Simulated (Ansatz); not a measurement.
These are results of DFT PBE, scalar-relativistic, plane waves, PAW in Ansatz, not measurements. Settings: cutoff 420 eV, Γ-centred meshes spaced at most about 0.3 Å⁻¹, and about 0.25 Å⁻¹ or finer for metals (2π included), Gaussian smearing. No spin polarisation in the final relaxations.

All energies are static (0 K, no zero-point motion).

Two relaxed structures of As:

A.

```xyz
2
Lattice="-1.4230 1.7854 5.8973 1.4230 -1.7854 5.8973 1.4230 1.7854 -5.8973" Properties=species:S:1:pos:R:3 pbc="T T T"
As    0.0000    0.8927    5.0402
As    1.4230    0.8927    0.8571
```

B.

```xyz
4
Lattice="3.6083 0.0000 0.0000 -1.8041 3.1249 0.0000 0.0000 0.0000 12.0292" Properties=species:S:1:pos:R:3 pbc="T T T"
As    0.0000    0.0000    9.6193
As    0.0000    0.0000    2.4099
As    0.0000    2.0832    8.2288
As    1.8041    1.0416    3.8004
```

Question: Which form is favoured at zero pressure, and by what margin per atom?

Answer: B is lower, by 125 meV/atom. A has space group Imma (No. 74), 30.0 Å³/atom and no gap on its mesh; B has space group P-3m1 (No. 164), 33.9 Å³/atom and a gap of 1.34 eV. Counting all near atoms (those within 1.25 times the shortest such distance or 1.15 times the sum of covalent radii; a plus sign parts nearer from farther groups), A has As 2+2 and B has As 3. In A, As has 2 As at 2.48 Å and 2 As at 2.85 Å. In B, around As on its first site lie 3 As at 2.50 Å; As on its second site is surrounded by 3 As at 2.50 Å. Both come from invented guesses. The part of the Crystallography Open Database at hand lists As in space groups No. 64, 166; no cell shown has one of them.

No dispersion correction is applied, so the spacing and binding between layers, chains or molecules are poorly described (Imma, P-3m1), and this can change margins and order among such cells. Kohn–Sham gaps at this level usually fall short of measured ones. Cells relaxed within their symmetry can be saddle points.
